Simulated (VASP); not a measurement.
Crystal: BaTiO3.

```xyz
5
Lattice="3.9998 0.0000 0.0000 0.0000 3.9998 0.0000 0.0000 0.0000 4.0180" Properties=species:S:1:pos:R:3 pbc="T T T"
Ba    0.0000    0.0000    0.0000
Ti    1.9999    1.9999    1.9688
O     0.0000    1.9999    2.0773
O     1.9999    0.0000    2.0773
O     1.9999    1.9999    0.0763
```

```yaml
Program: VASP 6.6.1
Task: relaxation of cell and atoms
Functional: RPBE
Dispersion: D3(BJ)
Potentials_or_basis: VASP PAW PBE potentials, release 64 (Ba_sv, Ti_sv, O)
Cutoff: 600 eV
k_mesh: 7 × 7 × 7
Occupations: fermi-dirac, width 0.05 eV
Spin: no spin polarisation
```

At the start: pressure -17.6 GPa; volume 12.86 Å³/atom.

Task: Where does the relaxation end?

Result: Over 17 steps the energy falls by 76.5 meV/atom and the volume is 11.61 Å³/atom (-9.7 %); space group Pm-3m (No. 221, to 0.05 Å).

The path:
```
step  energy change (eV)  largest force (eV/Å)  pressure (GPa)  volume (Å³)
   1              0.0000                0.2415          -17.62        64.28
   2              0.2560                1.8053           33.98        52.00
   3             -0.3576                0.4962           -0.68        58.51
   4             -0.3579                0.5169           -0.14        58.38
   5             -0.3711                0.1626            0.08        58.16
   6             -0.3720                0.1459            0.28        58.06
   7             -0.3786                0.1085           -0.14        58.14
   8             -0.3803                0.0963           -0.46        58.20
   9             -0.3818                0.0682            0.60        57.93
  10             -0.3818                0.0698            0.55        57.94
  11             -0.3825                0.0499           -0.24        58.14
  12             -0.3826                0.0374           -0.14        58.09
  13             -0.3826                0.0350           -0.05        58.09
  14             -0.3826                0.0356           -0.06        58.09
  15             -0.3827                0.0147            0.00        58.07
  16             -0.3827                0.0129            0.06        58.05
  17             -0.3827                0.0083            0.06        58.06
```

Final structure:
```
Ba Ti O
1.0
     3.87163    0.00000    0.00000
     0.00000    3.87163    0.00000
     0.00000    0.00000    3.87332
Ba Ti O
1 1 3
Direct
  0.00000 0.00000 0.00826
  0.50000 0.50000 0.50774
  0.00000 0.50000 0.50904
  0.50000 0.00000 0.50904
  0.50000 0.50000 0.00893
```

Caveat: the PAW data sets were made with another functional, which shifts forces and pressure a little.
